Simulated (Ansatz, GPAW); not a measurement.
## A script for KCl (PBE in single-zeta orbitals)

These are simulated results from GPAW 26.7.0, not measurements. The cell was built from a prototype and was relaxed with r2SCAN in plane waves (Ansatz 0.2.0). Not every such cell is a known phase. All runs are without spin polarisation.

It is cubic, Pm-3m (No. 221); a = 3.771 Å in the conventional setting, 26.82 Å³ an atom. Around K lie 8 Cl at 3.27 Å; around Cl lie 8 K at 3.27 Å.

The basis is minimal: single zeta, one radial function for each shell that the log's basis lists. It describes the filled bands fairly and the empty ones poorly.

Input script:

```python
import json
from ase import Atoms
from gpaw import GPAW, PW, FermiDirac

atoms = Atoms(['K', 'Cl'],
              cell=[[3.77116829, 0.0, 0.0], [0.0, 3.77116829, 0.0], [0.0, 0.0, 3.77116829]],
              scaled_positions=[[0.0, 0.0, 0.0], [0.5, 0.5, 0.5]],
              pbc=True)
calc = GPAW(mode='lcao', basis='sz(dzp)', h=0.2, xc='PBE', kpts={'size': (4, 4, 4), 'gamma': True},
            occupations=FermiDirac(0.02), maxiter=100, legacy_gpaw=True, txt='gpaw.txt')
atoms.calc = calc
res = {'energy': atoms.get_potential_energy(force_consistent=True)}
res['electrons'] = calc.get_number_of_electrons()
res['k'] = calc.get_ibz_k_points().tolist()
res['levels'] = [calc.get_eigenvalues(kpt=i).tolist() for i in range(len(res['k']))]
points = [[0.0, 0.0, 0.0], [0.0, 0.5, 0.0], [0.5, 0.5, 0.0], [0.5, 0.5, 0.5], [0.0, 0.5, 0.5]]
bands = calc.fixed_density(kpts=points, symmetry='off', txt='bands.txt')
res['points'] = [bands.get_eigenvalues(kpt=i).tolist() for i in range(len(points))]
json.dump(res, open('results.json', 'w'))
print('free energy (eV):', round(res['energy'], 5))
```

Command: `python run.py`. It took 41 s on 1 thread of Arm Neoverse N1 (shared host), peak memory 0.16 GiB.

The log gpaw.txt, trimmed of paths, versions and times, then the last line on the terminal. An iter line gives the energy in eV and the logarithms of the changes of orbitals (plane waves alone) and density (c: converged):

```
___ ___ ___ _ _ _
 |   |   |_  | | | |

 | | | | | . | | | |

 |__ |  _|___|_____|  26.7.0
 |___|_|

Input parameters:
  basis: sz(dzp)
  h: 0.2
  kpts: {gamma: True,
         size: (4, 4, 4)}
  maxiter: 100
  mode: lcao
  occupations: {fixmagmom: False,
                name: fermi-dirac,
                width: 0.02}
  xc: PBE

System changes: positions, numbers, cell, pbc, initial_charges, initial_magmoms

Initialize ...

species:
  K:
    name:    Potassium
    Z:       19.0
    valence: 9
    core:    10
    charge:  0.0  # [|e|]
    compensation charges:
      type: gauss
      rc: 0.35  # [Å]
      lmax: 2
    cutoffs:
      filter: 1.91  # [Å]
      core: 1.27  # [Å]
    projectors
    | kind |    occ | energy [eV] | rcut [Å] |

    |------|--------|-------------|----------|

    |   3s |  2.000 |     -35.338 |    1.122 |

    |   4s |  1.000 |      -2.319 |    1.122 |

    |   3p |  6.000 |     -18.813 |    1.106 |

    |    p |        |       8.398 |    1.106 |

    |    d |        |       0.000 |    0.937 |

    LCAO basis set for K:
      Name: sz(dzp)
      Number of radial functions: 4
      Number of spherical harmonics: 8
        l=0, rc=4.2656 Bohr: 3s-sz confined orbital
        l=0, rc=13.1094 Bohr: 4s-sz confined orbital
        l=1, rc=5.0312 Bohr: 3p-sz confined orbital
        l=1, rc=16.0000 Bohr: 4p-sz confined orbital
      Number of RI-basis functions 0

  Cl:
    name:    Chlorine
    Z:       17.0
    valence: 7
    core:    10
    charge:  0.0  # [|e|]
    compensation charges:
      type: gauss
      rc: 0.25  # [Å]
      lmax: 2
    cutoffs:
      filter: 1.40  # [Å]
      core: 1.49  # [Å]
    projectors
    | kind |    occ | energy [eV] | rcut [Å] |

    |------|--------|-------------|----------|

    |   3s |  2.000 |     -20.689 |    0.794 |

    |   3p |  5.000 |      -8.594 |    0.794 |

    |    s |        |       6.523 |    0.794 |

    |    p |        |      18.617 |    0.794 |

    |    d |        |       0.000 |    0.794 |

    LCAO basis set for Cl:
      Name: sz(dzp)
      Number of radial functions: 2
      Number of spherical harmonics: 4
        l=0, rc=5.1719 Bohr: 3s-sz confined orbital
        l=1, rc=6.2656 Bohr: 3p-sz confined orbital
      Number of RI-basis functions 0

Reference energy: -28937.202614  # eV

Spin-paired calculation

Convergence criteria:
 Maximum [total energy] change in last 3 cyles: 0.0005 eV / valence electron
 Maximum integral of absolute [dens]ity change: 0.0001 electrons / valence electron
 Maximum integral of absolute [eigenst]ate change: 4e-08 eV^2 / valence electron
 Maximum number of scf [iter]ations: 100
 (Square brackets indicate name in SCF output, whereas a 'c' in
 the SCF output indicates the quantity has converged.)

Symmetries present (total): 48

  ( 1  0  0)  ( 1  0  0)  ( 1  0  0)  ( 1  0  0)  ( 1  0  0)  ( 1  0  0)
  ( 0  1  0)  ( 0  1  0)  ( 0  0  1)  ( 0  0  1)  ( 0  0 -1)  ( 0  0 -1)
  ( 0  0  1)  ( 0  0 -1)  ( 0  1  0)  ( 0 -1  0)  ( 0  1  0)  ( 0 -1  0)

  ( 1  0  0)  ( 1  0  0)  ( 0  1  0)  ( 0  1  0)  ( 0  1  0)  ( 0  1  0)
  ( 0 -1  0)  ( 0 -1  0)  ( 1  0  0)  ( 1  0  0)  ( 0  0  1)  ( 0  0  1)
  ( 0  0  1)  ( 0  0 -1)  ( 0  0  1)  ( 0  0 -1)  ( 1  0  0)  (-1  0  0)

  ( 0  1  0)  ( 0  1  0)  ( 0  1  0)  ( 0  1  0)  ( 0  0  1)  ( 0  0  1)
  ( 0  0 -1)  ( 0  0 -1)  (-1  0  0)  (-1  0  0)  ( 1  0  0)  ( 1  0  0)
  ( 1  0  0)  (-1  0  0)  ( 0  0  1)  ( 0  0 -1)  ( 0  1  0)  ( 0 -1  0)

  ( 0  0  1)  ( 0  0  1)  ( 0  0  1)  ( 0  0  1)  ( 0  0  1)  ( 0  0  1)
  ( 0  1  0)  ( 0  1  0)  ( 0 -1  0)  ( 0 -1  0)  (-1  0  0)  (-1  0  0)
  ( 1  0  0)  (-1  0  0)  ( 1  0  0)  (-1  0  0)  ( 0  1  0)  ( 0 -1  0)

  ( 0  0 -1)  ( 0  0 -1)  ( 0  0 -1)  ( 0  0 -1)  ( 0  0 -1)  ( 0  0 -1)
  ( 1  0  0)  ( 1  0  0)  ( 0  1  0)  ( 0  1  0)  ( 0 -1  0)  ( 0 -1  0)
  ( 0  1  0)  ( 0 -1  0)  ( 1  0  0)  (-1  0  0)  ( 1  0  0)  (-1  0  0)

  ( 0  0 -1)  ( 0  0 -1)  ( 0 -1  0)  ( 0 -1  0)  ( 0 -1  0)  ( 0 -1  0)
  (-1  0  0)  (-1  0  0)  ( 1  0  0)  ( 1  0  0)  ( 0  0  1)  ( 0  0  1)
  ( 0  1  0)  ( 0 -1  0)  ( 0  0  1)  ( 0  0 -1)  ( 1  0  0)  (-1  0  0)

  ( 0 -1  0)  ( 0 -1  0)  ( 0 -1  0)  ( 0 -1  0)  (-1  0  0)  (-1  0  0)
  ( 0  0 -1)  ( 0  0 -1)  (-1  0  0)  (-1  0  0)  ( 0  1  0)  ( 0  1  0)
  ( 1  0  0)  (-1  0  0)  ( 0  0  1)  ( 0  0 -1)  ( 0  0  1)  ( 0  0 -1)

  (-1  0  0)  (-1  0  0)  (-1  0  0)  (-1  0  0)  (-1  0  0)  (-1  0  0)
  ( 0  0  1)  ( 0  0  1)  ( 0  0 -1)  ( 0  0 -1)  ( 0 -1  0)  ( 0 -1  0)
  ( 0  1  0)  ( 0 -1  0)  ( 0  1  0)  ( 0 -1  0)  ( 0  0  1)  ( 0  0 -1)

64 k-points: 4 x 4 x 4 Monkhorst-Pack grid + [1/8,1/8,1/8]
10 k-points in the irreducible part of the Brillouin zone
       k-points in crystal coordinates                weights
   0:     0.00000000    0.00000000    0.00000000          1/64
   1:     0.25000000    0.00000000    0.00000000          6/64
   2:     0.25000000    0.25000000    0.00000000         12/64
   3:     0.25000000    0.25000000    0.25000000          8/64
   4:     0.50000000    0.00000000    0.00000000          3/64
   5:     0.50000000    0.25000000    0.00000000         12/64
   6:     0.50000000    0.25000000    0.25000000         12/64
   7:     0.50000000    0.50000000    0.00000000          3/64
   8:     0.50000000    0.50000000    0.25000000          6/64
   9:     0.50000000    0.50000000    0.50000000          1/64

Wave functions: LCAO
  Diagonalizer: Serial LAPACK
  Atomic Correction: dense with blas
  Data-type: complex

Occupation numbers: Fermi-Dirac:
  width: 0.0200  # eV

Eigensolver
   LCAO using direct dense diagonalizer

Densities:
  Coarse grid: 20*20*20 grid
  Fine grid: 40*40*40 grid
  Total Charge: 0.000000

Density mixing:
  Method: separate
  Backend: msr1
  Linear mixing parameter: 0.05
  old densities: 10
  Width of damping distribution: 1.1
  Damping of long wavelength oscillations: 20

Hamiltonian:
  XC and Coulomb potentials evaluated on a 40*40*40 grid
  Using the PBE Exchange-Correlation functional
  Interpolation: tri-quintic (5. degree polynomial)
  Poisson solver: FastPoissonSolver using
    Stencil: 6*3+1=19 point O(h^6) finite-difference Laplacian
    FFT axes: [np.int64(0), np.int64(1), np.int64(2)]
    FST axes: []

XC parameters: PBE with 2 nearest neighbor stencil

Memory estimate:
  Process memory now: 112.54 MiB
  Calculator: 20.77 MiB
    Density: 8.08 MiB
      Arrays: 1.59 MiB
      Localized functions: 5.28 MiB
      Mixer: 1.22 MiB
    Hamiltonian: 1.41 MiB
      Arrays: 1.04 MiB
      XC: 0.00 MiB
      Poisson: 0.00 MiB
      vbar: 0.37 MiB
    Wavefunctions: 11.28 MiB
      C [qnM]: 0.02 MiB
      S, T [2 x qmm]: 0.04 MiB
      P [aqMi]: 0.00 MiB
      BasisFunctions: 11.22 MiB
      Eigensolver: 0.00 MiB

Total number of cores used: 1

Number of atoms: 2
Number of atomic orbitals: 12
Number of bands in calculation: 9
Number of valence electrons: 16
Bands to converge: occupied

... initialized

Initializing position-dependent things.

Density initialized from atomic densities
   .--------.
  /|        |

 * |        |

 | |        |

 | |   Cl   |

 | .--------.
 |/        /
 K--------*
Positions:
   0 K      0.000000    0.000000    0.000000    ( 0.0000,  0.0000,  0.0000)
   1 Cl     1.885584    1.885584    1.885584    ( 0.0000,  0.0000,  0.0000)

Unit cell:
           periodic     x           y           z      points  spacing
  1. axis:    yes    3.771168    0.000000    0.000000    20     0.1886
  2. axis:    yes    0.000000    3.771168    0.000000    20     0.1886
  3. axis:    yes    0.000000    0.000000    3.771168    20     0.1886

  Lengths:   3.771168   3.771168   3.771168
  Angles:   90.000000  90.000000  90.000000

Effective grid spacing dv^(1/3) = 0.1886

iter:   1    -5.982036        c
iter:   2    -5.942969        c -1.40
iter:   3    -5.743473        c -1.43
iter:   4    -5.743400        c -2.09
iter:   5    -5.743560c       c -2.32
iter:   6    -5.743536c       c -3.41
iter:   7    -5.743532c       c -3.85
iter:   8    -5.743532c       c -5.11c

Converged after 8 iterations.

Energy contributions relative to reference atoms: (reference = -28937.202614)

Kinetic:        +15.830867
Potential:      -13.589342
External:        +0.000000
XC:              -8.081060
Entropy (-ST):   -0.000000
Local:           +0.096003
SIC:             +0.000000
--------------------------
Free energy:     -5.743532
Extrapolated:    -5.743532

Showing only first 2 kpts
 Kpt  Band  Eigenvalues  Occupancy
  0     6      1.58373    2.00000
  0     7      1.58373    2.00000
  0     8      6.38233    0.00000

  1     6      1.62878    2.00000
  1     7      1.62878    2.00000
  1     8      7.74726    0.00000

Fermi level: 3.46585

Gap: 4.532 eV
Transition (v -> c):
  (s=0, k=7, n=7, [0.50, 0.50, 0.00]) -> (s=0, k=0, n=8, [0.00, 0.00, 0.00])
Direct/indirect transitions are different
Direct gap: 4.799 eV
Transition at: (s=0, k=0, n=7, [0.00, 0.00, 0.00])

free energy (eV): -5.74353
```

The gap in the log is over the mesh alone; results.json adds the listed points. PBE in single-zeta orbitals gives a gap of 4.53 eV. On the same cell, plane-wave PBE (Ansatz, 8×8×8 k points and the special points) gives a gap of 5.03 eV and r2SCAN a gap of 5.80 eV; on shared hosts these took about 3.1 and 8 core-seconds on the 2-atom cell, against 41 for the script. Semilocal gaps usually lie below measured ones.
